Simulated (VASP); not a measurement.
**HfO2: relaxation of cell and atoms with PBE+D3(BJ)**

HfO2:

```xyz
3
Lattice="0.0000 2.5150 2.5150 2.5150 0.0000 2.5150 2.5150 2.5150 0.0000" Properties=species:S:1:pos:R:3 pbc="T T T"
Hf    0.0000    0.0000    0.0000
O     1.2575    1.2575    1.2575
O     3.7725    3.7725    3.7725
```

The cell was built by a generator and needn't be a form met in nature.

```
Program                : VASP 6.6.1
Task                   : relaxation of cell and atoms
Functional             : PBE
Dispersion             : D3(BJ)
Potentials or basis    : VASP PAW PBE potentials, release 64 (Hf_pv, O)
Cutoff                 : 600 eV
k mesh                 : 10 × 10 × 10
Occupations            : gaussian, width 0.02 eV
Spin                   : no spin polarisation
Further INCAR settings : ALGO = Normal; EDIFF = 1e-06; IBRION = 2; EDIFFG = -0.005; NSW = 60; ISIF = 3
```

* Relaxed volume: 10.71 Å³/atom
* Relaxed cell: a = 3.568 Å, b = 3.568 Å, c = 3.568 Å, α = 60.00°, β = 60.00°, γ = 60.00°
* Space group after relaxing (to 0.05 Å): Fm-3m (No. 225)
* Energy gained by relaxing: 0.8 meV/atom
* Ionic steps: 3
* Pressure after relaxing: -0.1 GPa
* Band gap on the k mesh: 3.84 eV, direct
* Dispersion energy per atom: -0.243 eV

Step by step:
```csv
step,energy change (eV),largest force (eV/Å),pressure (GPa),volume (Å³)
1,0.0000,0.0000,2.55,31.82
2,0.0032,0.0000,-3.85,32.60
3,-0.0024,0.0000,-0.07,32.13
```

Final structure:
```
Hf O
1.0
     0.00000    2.52320    2.52320
     2.52320    0.00000    2.52320
     2.52320    2.52320    0.00000
Hf O
1 2
Direct
  0.00000 0.00000 0.00000
  0.25000 0.25000 0.25000
  0.75000 0.75000 0.75000
```

Levels at points of the mesh, in eV from the valence-band top:
| k point | band 9 | band 10 | band 11 | band 12 | band 13 | band 14 |
| --- | --- | --- | --- | --- | --- | --- |
| (0.00, 0.00, 0.00) | -0.61 | -0.61 | -0.61 | 3.92 | 3.92 | 5.95 |
| (0.50, 0.00, 0.00) | -2.76 | -1.85 | -1.85 | 4.66 | 4.66 | 7.12 |
| (0.50, 0.50, 0.00) | -1.55 | -1.55 | 0.00 | 3.84 | 5.58 | 6.77 |

Run time: 36 s on 1 thread of Intel(R) Xeon(R) Platinum 8488C (Sapphire Rapids) (shared host), peak memory 0.19 GiB.

Caveat: spin-orbit coupling is left out, which moves the levels of the heavy elements. A k mesh can miss the band edges.
